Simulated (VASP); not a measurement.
# BaTiO3 (R3m) in VASP: further runs, part 2 of 2

VASP 6.6.1. Earlier steps stand in the parts before.

## Step 3: Electric field gradients, PBE

Contents of INCAR:

```
SYSTEM = BaTiO3
PREC = Accurate ; ENCUT = 520
EDIFF = 1E-8 ; ISMEAR = 0
SIGMA = 0.02 ; LREAL = .False.
LASPH = .True. ; NELM = 80
ALGO = Normal ; ISIF = 2
LWAVE = .False. ; LCHARG = .False.
GGA = PE ; LEFG = .True.
```

Contents of KPOINTS:

```
regular mesh
0
Gamma
  7 7 7
  0 0 0
```

Contents of POSCAR:

```
BaTiO3
1.0
    2.8273666084      1.6323808724      2.3183934932
   -2.8273666084      1.6323808724      2.3183934932
    0.0000000000     -3.2647617449      2.3183934932
Ba Ti O
1 1 3
Direct
    0.0000000000      0.0000000000      0.0000000000
    0.4845000000      0.4845000000      0.4845000000
    0.5086000000      0.0175000000      0.5086000000
    0.0175000000      0.5086000000      0.5086000000
    0.5086000000      0.5086000000      0.0175000000
```

Potentials or basis: VASP PAW PBE potentials, release 64 (Ba_sv, Ti_sv, O).

Run with:

```bash
> cat potpaw_PBE.64/Ba_sv/POTCAR potpaw_PBE.64/Ti_sv/POTCAR potpaw_PBE.64/O/POTCAR > POTCAR
> mpirun -np 1 vasp_std > vasp.out
```

OUTCAR:

```text
SYSTEM = BaTiO3
   PREC = Accurate
   ENCUT = 520
   EDIFF = 1E-8
   ISMEAR = 0
   LREAL = .False.
   LASPH = .True.
   NELM = 80
   ISIF = 2
   GGA = PE

 ion  position               nearest neighbor table
   1  0.000  0.000  0.000-   5 2.79   4 2.79   3 2.79   4 2.83   3 2.83   4 2.83   3 2.83   5 2.83
                             5 2.83   5 2.89   4 2.89   3 2.89   2 3.37   2 3.43   2 3.43   2 3.43
   2  0.484  0.484  0.484-   3 1.87   4 1.87   5 1.87   3 2.14   4 2.14   5 2.14   1 3.37   1 3.43
                             1 3.43   1 3.43   1 3.50   1 3.50   1 3.50   1 3.59
   3  0.509  0.017  0.509-   2 1.87   2 2.14   1 2.79   1 2.83   1 2.83   1 2.89
   4  0.017  0.509  0.509-   2 1.87   2 2.14   1 2.79   1 2.83   1 2.83   1 2.89
   5  0.509  0.509  0.017-   2 1.87   2 2.14   1 2.79   1 2.83   1 2.83   1 2.89

  LATTYP: Found a trigonal (rhomboedric) cell.
 ALAT       =     4.0042000000
 COS(alpha) =     0.0028448828

  Lattice vectors:

 A1 = (   2.8273666084,   1.6323808724,   2.3183934932)
 A2 = (  -2.8273666084,   1.6323808724,   2.3183934932)
 A3 = (   0.0000000000,  -3.2647617449,   2.3183934932)

Analysis of symmetry for initial positions (statically):
=====================================================================
 Subroutine PRICEL returns:
 Original cell was already a primitive cell.

 Routine SETGRP: Setting up the symmetry group for a
 trigonal (rhombohedral) supercell.

 Subroutine GETGRP returns: Found  6 space group operations
 (whereof  6 operations were pure point group operations)
 out of a pool of 12 trial point group operations.

The static configuration has the point symmetry C_3v.

Analysis of symmetry for dynamics (positions and initial velocities):
=====================================================================
 Subroutine PRICEL returns:
 Original cell was already a primitive cell.

 Routine SETGRP: Setting up the symmetry group for a
 trigonal (rhombohedral) supercell.

 Subroutine GETGRP returns: Found  6 space group operations
 (whereof  6 operations were pure point group operations)
 out of a pool of 12 trial point group operations.

The dynamic configuration has the point symmetry C_3v.

 Subroutine INISYM returns: Found  6 space group operations
 (whereof  6 operations are pure point group operations),
 and found     1 'primitive' translations

----------------------------------------------------------------------------------------

                                     Primitive cell

  volume of cell :      64.2010

  direct lattice vectors                    reciprocal lattice vectors
     2.827366608  1.632380872  2.318393493     0.176843002  0.102100355  0.143777721
    -2.827366608  1.632380872  2.318393493    -0.176843002  0.102100355  0.143777721
     0.000000000 -3.264761745  2.318393493     0.000000000 -0.204200710  0.143777721

  length of vectors
     4.004200000  4.004200000  4.004200000     0.249739791  0.249739791  0.249739791

  position of ions in fractional coordinates (direct lattice)
     0.000000000  0.000000000  0.000000000
     0.484500000  0.484500000  0.484500000
     0.508600000  0.017500000  0.508600000
     0.017500000  0.508600000  0.508600000
[... 105 lines left out ...]
   LORBIT       =      0    0 simple, 1 ext, 2 COOP (PROOUT), +10 PAW based schemes
   GGA     = PE    functional components
   LHFCALC =     F    Hartree Fock is set to
   AEXX    =    0.0000 exact exchange contribution
   IVDW    =     0    specifies the selected vdW correction
   LEPSILON=     F    determine dielectric tensor
   LRPA    =     F    only Hartree local field effects (RPA)
 non-spin polarized calculation
 Gauss-broadening in eV      SIGMA  =   0.02
  energy-cutoff  :      520.00
  volume of cell :       64.20
 maximum number of plane-waves:      1752
 NGX is ok and might be reduce to    30
   NGX = 15   NGY = 15   NGZ = 15

 number of electron      39.9999999 magnetization

 Free energy of the ion-electron system (eV)
  ---------------------------------------------------
  ext. energy  EPLUGINS =         0.00000000
  ---------------------------------------------------
  free energy    TOTEN  =       -39.99030013 eV

  energy without entropy =      -39.99030013  energy(sigma->0) =      -39.99030013

 E-fermi :   3.8358     XC(G=0): -11.2351

 val. band max:        3.7098945782   @ k =   0.4286   0.4286   0.4286
 cond. band min:       6.1491231066   @ k =   0.0000   0.0000   0.0000
 fundamental gap:      2.4392285284
 Fermi energy:         3.8357962661

 k-point     1 :       0.0000    0.0000    0.0000
  band No.  band energies     occupation
      1     -52.5215      2.00000
      2     -28.7780      2.00000
      3     -28.7780      2.00000
      4     -28.7766      2.00000
      5     -21.0399      2.00000
      6     -13.0590      2.00000
[... 637 lines left out ...]
     23       7.7160      0.00000
     24       9.3465      0.00000

 [... further k-points ...]

------------------------ aborting loop because EDIFF is reached ----------------------------------------

  FORCE on cell =-STRESS in cart. coord.  units (eV):
  Direction    XX          YY          ZZ          XY          YZ          ZX
  --------------------------------------------------------------------------------------
  -------------------------------------------------------------------------------------
  Total        2.7789345      2.7789345      2.6760425      0.0000000     -0.0000000      0.0000000
  in kB       69.3500652     69.3500652     66.7823302      0.0000000     -0.0000000      0.0000000
  external PRESSURE =      68.4941535 kB  Pullay stress =       0.0000000 kB

 VOLUME and BASIS-vectors are now :
 -----------------------------------------------------------------------------
  energy-cutoff  :      520.00
  volume of cell :       64.20
      direct lattice vectors                 reciprocal lattice vectors
     2.827366608  1.632380872  2.318393493     0.176843002  0.102100355  0.143777721
    -2.827366608  1.632380872  2.318393493    -0.176843002  0.102100355  0.143777721
     0.000000000 -3.264761745  2.318393493     0.000000000 -0.204200710  0.143777721

 POSITION                                       TOTAL-FORCE (eV/Angst)
 -----------------------------------------------------------------------------------
      0.00000      0.00000      0.00000        -0.000000      0.000000     -0.117098
      0.00000     -0.00000      3.36978        -0.000000     -0.000000      0.213320
      1.38852     -0.80166      2.39884         0.134597     -0.077710     -0.032074
     -1.38852     -0.80166      2.39884        -0.134597     -0.077710     -0.032074
      0.00000      1.60332      2.39884        -0.000000      0.155419     -0.032074
 -----------------------------------------------------------------------------------
    total drift:                                0.000000     -0.000001      0.000621

  FREE ENERGIE OF THE ION-ELECTRON SYSTEM (eV)
  ---------------------------------------------------
  free  energy   TOTEN  =       -39.9903001327 eV

  energy  without entropy=      -39.9903001327  energy(sigma->0) =      -39.99030013

 Electric field gradients (V/A^2)
---------------------------------------------------------------------
 ion       V_xx      V_yy      V_zz      V_xy      V_xz      V_yz
---------------------------------------------------------------------
   1      -1.921    -1.921     3.841    -0.000    -0.000     0.000
   2      -5.638    -5.638    11.277    -0.000    -0.000     0.000
   3       3.930    -5.768     1.837    -8.399   -12.580     7.263
   4       3.930    -5.768     1.837     8.399    12.580     7.263
   5     -10.617     8.779     1.837     0.000    -0.000   -14.526
---------------------------------------------------------------------

 Electric field gradients after diagonalization (V/A^2)
 (convention: |V_zz| > |V_xx| > |V_yy|)
----------------------------------------------------------------------
 ion       V_xx      V_yy      V_zz     asymmetry (V_yy - V_xx)/ V_zz
----------------------------------------------------------------------
   1      -1.921    -1.921     3.841       0.000
   2      -5.638    -5.638    11.277       0.000
   3     -10.617    -9.627    20.244       0.049
   4     -10.617    -9.627    20.244       0.049
   5     -10.617    -9.627    20.244       0.049
----------------------------------------------------------------------

           NMR quadrupolar parameters

 Cq : quadrupolar parameter    Cq=e*Q*V_zz/h
 eta: asymmetry parameters     (V_yy - V_xx)/ V_zz
 Q  : nuclear electric quadrupole moment in mb (millibarn)
----------------------------------------------------------------------
 ion       Cq(MHz)       eta       Q (mb)
----------------------------------------------------------------------
   1       0.009       0.000       1.000
   2       0.027       0.000       1.000
   3       0.049       0.049       1.000
   4       0.049       0.049       1.000
   5       0.049       0.049       1.000
----------------------------------------------------------------------
```

Run time: 51 s. Hardware: 1 thread of Intel Xeon 6975P-C (Granite Rapids), shared host; peak memory 0.21 GiB.

Results:

```yaml
Free_energy: -39.9903 eV
Pressure: 6.8 GPa
Largest_force: 0.213 eV/Å
Band_gap_on_the_k_mesh: 2.44 eV, indirect (least direct gap 2.78 eV)
```

Forces in eV/Å, atoms in the order of the input:
```
Ba   0.000  0.000 -0.117
Ti   0.000  0.000  0.213
O    0.135 -0.078 -0.032
O   -0.135 -0.078 -0.032
O    0.000  0.155 -0.032
```

Stress tensor (GPa, compression positive):
```
6.94 0.00 0.00
0.00 6.94 0.00
0.00 0.00 6.68
```

Electric field gradients, principal values (V/Å²):
```tsv
atom	Vxx	Vyy	Vzz
1 Ba	-1.921	-1.921	3.841
2 Ti	-5.638	-5.638	11.277
3 O	-9.627	-10.617	20.244
4 O	-9.627	-10.617	20.244
5 O	-9.627	-10.617	20.244
```

Caveat: spin-orbit coupling is left out, which moves the levels of the heavy elements; an odd mesh through Γ misses points on the zone boundary, where band edges often lie. As with any semilocal functional, this PBE gap is likely too small.

## Step 4: For comparison

An earlier run on the cell as given: functional PBE; potentials or basis VASP PAW PBE potentials, release 64 (Ba_sv, Ti_sv, O); cutoff 520 eV; k mesh 7 × 7 × 7; occupations fermi-dirac, width 0.05 eV; no spin polarisation.

* Pressure: 6.8 GPa
* Largest force: 0.214 eV/Å
* Band gap on the k mesh: 2.44 eV, indirect (least direct gap 2.78 eV)

## Step 5: Overview

```tsv
task	smearing	k mesh for the DOS	occupations for the DOS	gap on the mesh (eV)	pressure (GPa)	largest force (eV/Å)
density of states	gaussian 0.02 eV	11 × 11 × 11	tetrahedron	-	-	-
electric field gradients	gaussian 0.02 eV	-	-	2.44	6.8	0.21
single point	fermi-dirac 0.05 eV	-	-	2.44	6.8	0.21
```

Alike in all rows: level PBE; potentials or basis VASP PAW PBE potentials, release 64 (Ba_sv, Ti_sv, O); no spin polarisation; cell as given; k mesh 7 × 7 × 7; cutoff (eV) 520.

Caveats: spin-orbit coupling is left out, which moves the levels of the heavy elements (some runs); an odd mesh through Γ misses points on the zone boundary, where band edges often lie (some runs).

Total energies depend on the potentials used, so only differences within one code and one set of settings carry meaning.
